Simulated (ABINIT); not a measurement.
# PbSe (Clausthalite) (Fm-3m) in ABINIT: further runs, part 2 of 2

ABINIT 10.8.3 (patched build). The steps go on from the part before.

### Step 3. Relaxation of cell and atoms, PBEsol

Contents of run.abi:

```
# Pseudopotentials
pp_dirpath "./"
pseudos "Pb.GGA_PBE-JTH.xml, Se.GGA_PBE-JTH.xml"

# Structure
acell 8.1795146323 8.1795146323 8.1795146323
rprim
     0.0000000000     0.7071067812     0.7071067812
     0.7071067812     0.0000000000     0.7071067812
     0.7071067812     0.7071067812     0.0000000000
ntypat 2
znucl 82 34
natom 2
typat 1 2
chkprim 0
chksymtnons 0
tolsym 1.0e-6
xred
            0.0            0.0            0.0
            1/2            1/2            1/2

# Plane-wave basis
ecut 12.0
pawecutdg 24.0
ecutsm 0.5

# k points
kptopt 1
ngkpt 6 6 6
nshiftk 1
shiftk 0.0 0.0 0.0

# Exchange and correlation
ixc -116133

# Bands and occupations
nband 14
occopt 3
tsmear 0.00183747

# SCF cycle
nstep 80
tolvrs 1.0e-12

# Output
iomode 3
prteig 0
prtebands 0
prtwf 0
prtden 0

# Relaxation
ionmov 22
optcell 2
ntime 50
tolmxf 2.0e-5
dilatmx 1.08
```

Potentials or basis: JTH PAW PBE v2.0.

The run is started by

```sh
$ abinit run.abi > log 2>&1
```

run.abo:

```text
.Version 10.8.3 of ABINIT
 Symmetries : space group Fm -3 m (#225); Bravais cF (face-center cubic)
================================================================================
 Values of the parameters that define the memory need of the present run
     intxc =       0    ionmov =      22      iscf =      17    lmnmax =      18
     lnmax =       6     mgfft =      30  mpssoang =       3    mqgrid =    3001
     natom =       2  nloc_mem =       2    nspden =       1   nspinor =       1
    nsppol =       1      nsym =      48    n1xccc =       1    ntypat =       2
    occopt =       3   xclevel =       2
       mpw =         981          nfft =       27000          nkpt =          16
 PAW method is used; the additional fine FFT grid is defined by:
   mgfftf=        40    nfftf =     64000
================================================================================
================================================================================

--------------------------------------------------------------------------------
------------- Echo of variables that govern the present computation ------------
--------------------------------------------------------------------------------
 -outvars: echo values of preprocessed input variables --------
            acell      8.1795146323E+00  8.1795146323E+00  8.1795146323E+00 Bohr
              amu      2.07200000E+02  7.89600000E+01
          chkprim           0
      chksymtnons           0
          dilatmx      1.08000000E+00
             ecut      1.20000000E+01 Hartree
           ecutsm      5.00000000E-01 Hartree
[... 561 lines left out ...]
PAW spherical_terms :  8.93647809003556E+00
internal            : -7.08545878750997E+01
'-kT*entropy'       : -5.94334140657512E-05
total_energy_dc     : -7.08546473085138E+01
total_energy_dc_eV  : -1.92805317523473E+03
...

--- !EnergyTermsWithPAWCore
iteration_state     : {dtset: 1, itime: 4, icycle: 1, }
comment             : 'Components of total free energy, including PAW core contributions'
Total energy        : -2.33050086129062E+04
Total energy DC     : -2.33050086141087E+04
Total energy (eV)   : -6.34161590831704E+05
Total energy DC (eV): -6.34161590864427E+05
...

 Cartesian components of stress tensor (hartree/bohr^3)
  sigma(1 1)=  7.67248717E-09  sigma(3 2)=  0.00000000E+00
  sigma(2 2)=  7.67248717E-09  sigma(3 1)=  0.00000000E+00
  sigma(3 3)=  7.67248717E-09  sigma(2 1)=  0.00000000E+00

-Cartesian components of stress tensor (GPa)         [Pressure= -2.2573E-04 GPa]
- sigma(1 1)=  2.25732366E-04  sigma(3 2)=  0.00000000E+00
- sigma(2 2)=  2.25732366E-04  sigma(3 1)=  0.00000000E+00
- sigma(3 3)=  2.25732366E-04  sigma(2 1)=  0.00000000E+00

== END DATASET(S) ==============================================================
================================================================================

 -outvars: echo values of variables after computation  --------
            acell      8.1510327066E+00  8.1510327066E+00  8.1510327066E+00 Bohr
           etotal     -7.0854647309E+01
            fcart     -0.0000000000E+00 -0.0000000000E+00 -0.0000000000E+00
                      -0.0000000000E+00 -0.0000000000E+00 -0.0000000000E+00
            rprim      0.0000000000E+00  7.0710678119E-01  7.0710678119E-01
                       7.0710678119E-01  0.0000000000E+00  7.0710678119E-01
                       7.0710678119E-01  7.0710678119E-01  0.0000000000E+00
           strten      7.6724871664E-09  7.6724871656E-09  7.6724871656E-09
                       0.0000000000E+00  0.0000000000E+00  0.0000000000E+00
           xangst      0.0000000000E+00  0.0000000000E+00  0.0000000000E+00
                       3.0499924944E+00  3.0499924944E+00  3.0499924944E+00
             xred      0.0000000000E+00  0.0000000000E+00  0.0000000000E+00
                       5.0000000000E-01  5.0000000000E-01  5.0000000000E-01
 Calculation completed.
```

Run time: 62 s. Hardware: 1 thread of Arm Neoverse V1, shared host; peak memory 0.11 GiB.

What came out:

| Property | Result |
| --- | --- |
| Free energy | -1928.0532 eV |
| Band gap on the k mesh | 0.17 eV, direct |

Caveat: the cutoff is too short for stress, so the log's stress isn't used; the PAW data sets were made with another functional, which shifts forces and pressure a little; spin-orbit coupling is left out, which as a rule narrows the gap of such compounds by several tenths of an eV.

### Step 4. Single point, PBEsol

Contents of run.abi:

```
# Pseudopotentials
pp_dirpath "./"
pseudos "Pb.GGA_PBE-JTH_sp.xml, Se.GGA_PBE-JTH.xml"

# Structure
acell 8.1795146323 8.1795146323 8.1795146323
rprim
     0.0000000000     0.7071067812     0.7071067812
     0.7071067812     0.0000000000     0.7071067812
     0.7071067812     0.7071067812     0.0000000000
ntypat 2
znucl 82 34
natom 2
typat 1 2
xred
     0.0000000000     0.0000000000     0.0000000000
     0.5000000000     0.5000000000     0.5000000000

# Plane-wave basis
ecut 10.0
pawecutdg 20.0

# k points
kptopt 1
ngkpt 6 6 6
nshiftk 1
shiftk 0.0 0.0 0.0

# Exchange and correlation
ixc -116133

# Bands and occupations
nband 9
occopt 3
tsmear 0.00183747

# SCF cycle
nstep 100
tolvrs 1.0e-9

# Output
iomode 3
prtwf 0
prtden 0
prteig 0
prtebands 0
```

Potentials or basis: JTH PAW PBE v2.0 sp.

The run is started by

```sh
$ abinit run.abi > log 2>&1
```

It took 8.9 s on 1 thread of Arm Neoverse V1, shared host; peak memory 0.09 GiB.

It converged, with:

- Free energy: -362.9389 eV
- Pressure: -0.5 GPa
- Band gap on the k mesh: 0.22 eV, direct
- Valence electrons inside the program's atomic spheres: Pb 2.54; Se 3.89

Levels at points of the mesh, in eV from the valence-band top:
| k point | band 1 | band 2 | band 3 | band 4 | band 5 | band 6 | band 7 | band 8 | band 9 |
| --- | --- | --- | --- | --- | --- | --- | --- | --- | --- |
| (0.00, 0.00, 0.00) | -13.60 | -6.33 | -1.82 | -1.82 | -1.82 | 4.72 | 4.72 | 4.72 | 6.22 |
| (0.50, 0.00, 0.00) | -12.52 | -8.85 | -1.47 | -1.47 | 0.00 | 0.22 | 1.65 | 1.65 | 7.97 |
| (0.50, 0.50, 0.00) | -12.31 | -7.42 | -5.02 | -3.22 | -3.22 | 3.56 | 5.62 | 5.62 | 6.05 |

Caveat: the PAW data sets were made with another functional, which shifts forces and pressure a little; spin-orbit coupling is left out, which as a rule narrows the gap of such compounds by several tenths of an eV; this set keeps more shells in the core, which shifts pressures and gaps.

### Step 5. The runs side by side

| task | potentials or basis | cell | cutoff (eV) | cell freedom (optcell) | optimiser (ionmov) | cutoff smearing ecutsm (Ha) | force stop (Ha/bohr) | fine-grid cutoff | gap on the mesh (eV) | pressure (GPa) |
| --- | --- | --- | --- | --- | --- | --- | --- | --- | --- | --- |
| single point | PseudoDojo NC SR PBEsol v0.4.1 standard | as given | 1061 | - | - | - | - | - | 0.21 | -0.8 |
| relaxation of cell and atoms | JTH PAW PBE v2.0 | relaxed | 327 | 2 | 22 | 0.5 | 2e-05 | 653.073 eV | 0.17 | - |
| single point | JTH PAW PBE v2.0 sp | as given | 272 | - | - | - | - | 544.228 eV | 0.22 | -0.5 |

Alike in all rows: level PBEsol; no spin polarisation; k mesh 6 × 6 × 6; smearing fermi-dirac 0.05 eV.

Caveats: spin-orbit coupling is left out, which as a rule narrows the gap of such compounds by several tenths of an eV; the PAW data sets were made with another functional, which shifts forces and pressure a little (some runs); this set keeps more shells in the core, which shifts pressures and gaps (some runs).

Absolute energies hang on the potentials; compare differences alone.

### Step 6. Comparison with measurements

Step 2. Against the measured gap of PbSe, 0.28 eV (direct; 300 K; a printed reference work, monograph), the calculated 0.21 eV is off by -0.07 eV. 2 values of this kind are on record (0.15 to 0.28 eV); this one was drawn at random. Spin-orbit coupling on Pb, Se is left out. The value is that of PBEsol on a finite k mesh, which can miss the band edges, without temperature or zero-point motion. Semilocal functionals fall short of measured gaps as a rule.

Step 4. Measured gap of PbSe: 0.15 eV (direct; 4.2 K; a printed reference work, monograph). This calculation gives 0.22 eV (+0.07 eV). 2 values of this kind are on record (0.15 to 0.28 eV); this one was drawn at random. Spin-orbit coupling on Pb, Se is left out. The value is that of PBEsol on a finite k mesh, which can miss the band edges, without temperature or zero-point motion.
